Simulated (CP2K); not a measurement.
Runs of CP2K 2026.2 on As. Symmetry: R-3m, No. 166, trigonal system. The conventional cell has a = 3.762 Å, b = 3.762 Å, c = 10.542 Å, α = 90.00°, β = 90.00°, γ = 120.00°. As (site symmetry 3m) has 3 As at 2.51 Å as nearest neighbours. 

| task | level | potentials or basis | cell | k mesh | smearing | EPS_DEFAULT | NGRIDS | EXTRAPOLATION | basis sets | potentials | gap on the mesh (eV) | pressure (GPa) | largest force (eV/Å) |
| --- | --- | --- | --- | --- | --- | --- | --- | --- | --- | --- | --- | --- | --- |
| relaxation of cell and atoms | PBEsol | POTENTIAL_UZH As GTH-PBE-q5; TZVP-MOLOPT-PBE-GTH basis | relaxed | 7 × 7 × 7 | fermi-dirac 0.05 eV | 1.0E-10 | 5 | USE_PREV_P | As TZVP-MOLOPT-PBE-GTH-q5 | As GTH-PBE-q5 of POTENTIAL_UZH | 0.13 | 0.0 | 0.05 |
| band structure | TB-mBJ | POTENTIAL_UZH As GTH-PBE-q5; TZVP-MOLOPT-PBE-GTH basis | as given | 9 × 9 × 9 | fermi-dirac 0.0259 eV | 1.0E-10 | 5 | - | As TZVP-MOLOPT-PBE-GTH-q5 | As GTH-PBE-q5 of POTENTIAL_UZH | none | - | - |
| band structure | r2SCAN | POTENTIAL_UZH As GTH-SCAN-q5; TZVP-MOLOPT-SCAN-GTH basis | as given | 9 × 9 × 9 | fermi-dirac 0.1 eV | 1.0E-9 | 5 | - | As TZVP-MOLOPT-SCAN-GTH-q5 | As GTH-SCAN-q5 of POTENTIAL_UZH | none | 0.9 | (b) |
| band structure | LDA | GTH_POTENTIALS As GTH-PADE-q5; TZVP-MOLOPT-PBE-GTH basis | as given | 9 × 9 × 9 | fermi-dirac 0.0259 eV | 1.0E-10 | 5 | - | As TZVP-MOLOPT-PBE-GTH-q5 | As GTH-PADE-q5 of GTH_POTENTIALS | none | -1.2 | 0.27 |
| band structure | PBEsol | POTENTIAL_UZH As GTH-PBE-q5; TZVP-MOLOPT-PBE-GTH basis | as given | 9 × 9 × 9 | fermi-dirac 0.01 eV | 1.0E-10 | 4 | - | As TZVP-MOLOPT-PBE-GTH-q5 | As GTH-PBE-q5 of POTENTIAL_UZH | none | (a) | 0.64 |

Alike in all rows: no spin polarisation.

Task: Fill in the values left out.

Result: (a) 2.7; (b) 0.09.

Caveats: the basis of atomic orbitals isn't converged, which shifts pressures, moduli and gaps; the potentials were made for another functional, which shifts forces and pressure (some runs); the printed path begins after the first move (some runs); more than 0.5 GPa of stress was left at the end, so the final cell isn't listed (some runs); an odd mesh through Γ misses points on the zone boundary, where band edges often lie (some runs); this is a model potential without an energy functional, so only levels have meaning (some runs).

A k mesh can miss the band edges, and the runs leave out spin-orbit coupling on As.

A gap of «none» marks a metal or a gap under the smearing width.

Not every run made on this cell is shown here.
